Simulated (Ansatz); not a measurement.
Ti under changes of volume

One of the cells (17.636 Å³/atom); the others are scaled copies at fixed shape and fractional positions:

```
Ti
1.0
     2.95000    0.00000    0.00000
    -1.47500    2.55477    0.00000
     0.00000    0.00000    4.68000
Ti
2
Direct
  0.66667 0.33333 0.75000
  0.33333 0.66667 0.25000
```

* Program: Ansatz 0.2.0
* Functional: r2SCAN50
* Potentials or basis: Ansatz PAW
* Cutoff: 500 eV (not typed: the program's choice for these potentials)
* k mesh: 5 × 5 × 3
* Occupations: fermi-dirac, width 0.05 eV
* Spin: no spin polarisation

```tsv
volume (Å³/atom)	energy over the lowest point (meV/atom)	pressure (GPa)
16.577	?	?
16.930	7.02	0.7
17.283	0.00	-2.5
17.636	16.48	-4.9
17.988	29.84	-7.3
18.341	48.43	-9.6
18.694	71.76	-11.6
```

What does the run at 16.577 Å³/atom give?

Energy over the lowest point 12.10 meV/atom; pressure 4.0 GPa.

The energies don't lie on one smooth curve, so no fit is given. The run at 17.283 Å³/atom lies farthest off, from a change of basis, grid or state.

Energies are extrapolated to zero smearing.

Caveats: all runs use coarse meshes; the PAW data sets come from PBE, with cores solved anew for the run's functional, which leaves a small shift of forces and pressure; the thresholds are loose for stress.
